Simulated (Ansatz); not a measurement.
# Strain response of MoS₂

These are results of Ansatz, DFT PBEsol, scalar-relativistic, plane waves, PAW, not measurements. (420 eV cutoff, 12×12×2 k-mesh, Gaussian smearing of 0.02 eV, no spin polarisation)

The relaxed crystal:

```
Mo S
1.0
     3.14307    0.00000    0.00000
    -1.57153    2.72198    0.00000
     0.00000    0.00000   18.85518
Mo S
3 6
Direct
  0.00000 0.00000 0.00023
  0.66667 0.33333 0.33357
  0.33333 0.66667 0.66690
  0.33333 0.66667 0.25092
  0.66667 0.33333 0.08285
  0.00000 0.00000 0.58425
  0.33333 0.66667 0.41618
  0.66667 0.33333 0.91758
  0.00000 0.00000 0.74952
```

Deformation: biaxial strain in the a-b plane, with the length and tilt of c and the atoms relaxed, all within the symmetry that the strain leaves. Energies are extrapolated to zero smearing. Gaps are Kohn–Sham gaps over the whole zone.

```
strain (%)  ΔE (meV/atom) a (Å) b (Å) c (Å) gap (eV)
      -3.0           29.3  3.049  3.049  19.296      1.20
      -2.0           12.8  3.080  3.080  19.142      1.12
      -1.0            3.1  3.112  3.112  18.991      1.05
      +0.0            0.0  3.143  3.143  18.855      0.99
      +1.0            3.0  3.175  3.175  18.718      0.94
      +2.0           11.8  3.206  3.206  18.573      0.72
      +3.0           26.0  3.237  3.237  18.438      0.51
```

Question: What stiffness (1/V) d²E/dε² at zero strain does a cubic fit over all points give?

Answer: A cubic fit gives (1/V) d²E/dε² = 549 GPa at zero strain (twice the biaxial modulus).

Question: How does the free axis c answer a small strain?

Answer: Between the innermost points its strain is -0.72 times the applied one.

Question: How fast does the gap move with strain on either side?

Answer: -59 meV per percent on the compressed side and -53 meV per percent on the stretched side.